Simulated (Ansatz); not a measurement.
## SnSe: the gap from level to level

A database entry relaxed whole under r2SCAN at zero pressure (Pnma, No. 62):

```
Sn Se
1.0
    11.67219    0.00000    0.00000
     0.00000    4.12399    0.00000
     0.00000    0.00000    4.69980
Sn Se
4 4
Direct
  0.11996 0.25000 0.12480
  0.38004 0.75000 0.62480
  0.61996 0.25000 0.37520
  0.88004 0.75000 0.87520
  0.35209 0.25000 0.01172
  0.14791 0.75000 0.51172
  0.85209 0.25000 0.48828
  0.64791 0.75000 0.98828
```

Its volume is 28.28 Å³ an atom, +6.0 % against the entry's 26.68, which is old or was flagged in a check.

Single points on this cell with plane-wave PAW DFT (Ansatz 0.2.0; r2SCAN 500 eV, hybrids 420 eV; fermi-dirac occupations of width 0.020 eV; no moments): r2SCAN on a 4×8×6 Γ-centred mesh; r2SCAN with spin-orbit coupling on a 2×6×6 Γ-centred mesh.

Problem. What does each level give for gap and charges?

Solution. The runs give:

| level | gap (eV), or kind | pressure (GPa) | Bader charge of Sn (e) | Bader charge of Se (e) |
| --- | --- | --- | --- | --- |
| r2SCAN | 1.03 | 0.0 | +0.87 | -0.87 |
| r2SCAN with spin-orbit coupling | 0.99 | 0.0 | +0.87 | -0.87 |

Under r2SCAN the gap is 1.03 eV, over mesh and band path. Spin-orbit coupling moves the r2SCAN gap by -0.04 eV.

Caveats: the relaxation kept the start's symmetry; no dispersion correction, so weakly bound layers or chains stand too far apart and gaps read wide; pressure is positive in compression.
